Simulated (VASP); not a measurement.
# Pb: relaxation of cell and atoms with PBEsol

The system is Pb.

```
CELL_PARAMETERS angstrom
0.00000 2.47502 2.47502
2.47502 0.00000 2.47502
2.47502 2.47502 0.00000
ATOMIC_POSITIONS crystal
Pb 0.00000 0.00000 0.00000
```

```yaml
Program: VASP 6.6.1
Task: relaxation of cell and atoms
Functional: PBEsol
Potentials_or_basis: VASP PAW PBE potentials, release 64 (Pb_d)
Cutoff: 480 eV
k_mesh: 14 × 14 × 14
Occupations: gaussian, width 0.1 eV
Spin: no spin polarisation
Further_INCAR_settings: ALGO = Normal; EDIFF = 1e-07; IBRION = 2; EDIFFG = -0.005; NSW = 90; ISIF = 3
```

```json
{"Relaxed volume": "30.01 Å³/atom", "Relaxed cell": "a = 3.488 Å, b = 3.488 Å, c = 3.488 Å, α = 60.00°, β = 60.00°, γ = 60.00°", "Space group after relaxing (to 0.05 Å)": "Fm-3m (No. 225)", "Energy gained by relaxing": "0.5 meV/atom", "Ionic steps": "3", "Pressure after relaxing": "0.0 GPa", "Band gap on the k mesh": "none (metal or under the smearing width)"}
```

Step by step:
| step | energy change (eV) | largest force (eV/Å) | pressure (GPa) | volume (Å³) |
| --- | --- | --- | --- | --- |
| 1 | 0.0000 | 0.0000 | -0.48 | 30.32 |
| 2 | -0.0004 | 0.0000 | 0.14 | 29.93 |
| 3 | -0.0005 | 0.0000 | 0.00 | 30.01 |

Final structure:
```
Pb
1.0
     0.00000    2.46654    2.46654
     2.46654    0.00000    2.46654
     2.46654    2.46654    0.00000
Pb
1
Direct
  0.00000 0.00000 0.00000
```

Levels at points of the mesh, in eV from the Fermi level:
```
           k point  band 3  band 4  band 5  band 6  band 7  band 8  band 9  band 10  band 11
(0.00, 0.00, 0.00)  -17.03  -16.88  -16.88  -11.87    7.46    7.46    7.46     9.74    11.41
(0.50, 0.00, 0.00)  -17.02  -16.74  -16.74   -8.18   -4.31    5.60    5.60     9.20     9.52
(0.50, 0.50, 0.00)  -16.75  -16.71  -16.71   -6.74   -3.36    2.02    2.02     5.36     6.64
```

Run time: 78 s on 1 thread of Intel(R) Xeon(R) Platinum 8488C (Sapphire Rapids) (shared host), peak memory 0.18 GiB.

Caveat: the PAW data sets were made with another functional, which shifts forces and pressure a little. Spin-orbit coupling is left out, which matters for the levels of Pb.
